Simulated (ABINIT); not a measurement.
The system is WC.

```
W C
1.0
     0.00000    2.19268    2.19268
     2.19268    0.00000    2.19268
     2.19268    2.19268    0.00000
W C
1 1
Direct
  0.00000 0.00000 0.00000
  0.50000 0.50000 0.50000
```

Measurements of this composition are mostly on another form, of space group No. 187.

- Program: ABINIT 10.8.3 (patched build)
- Task: single point
- Functional: PBEsol
- Potentials or basis: PseudoDojo NC SR PBEsol v0.4.1 standard
- Cutoff: 1116 eV
- k mesh: 10 × 10 × 10
- Occupations: fermi-dirac, width 0.05 eV
- Spin: no spin polarisation

On this cell: pressure -9.9 GPa; largest force zero by symmetry; band gap on the k mesh none (metal or under the smearing width).

The same run follows on a disturbed copy (atoms moved at random, drawn with an rms of 0.05 Å):

```
W C
1.0
     0.00000    2.19268    2.19268
     2.19268    0.00000    2.19268
     2.19268    2.19268    0.00000
W C
1 1
Direct
  0.98258 0.99518 0.00280
  0.51745 0.50594 0.48678
```

Problem. What does the disturbed cell give?

Solution. The energy (extrapolated to zero smearing) moves by +19.5 meV/atom; pressure -7.9 GPa; largest force 0.713 eV/Å; band gap on the k mesh none (metal or under the smearing width).

Forces on the atoms (eV/Å):
```
W   -0.077  0.280  0.652
C    0.077 -0.280 -0.652
```

Stress tensor (GPa, compression positive):
```
-9.94 -0.01  0.00
-0.01 -9.12 -0.01
 0.00 -0.01 -4.74
```

Caveats: the highest band is partly filled, so the run has too few bands.
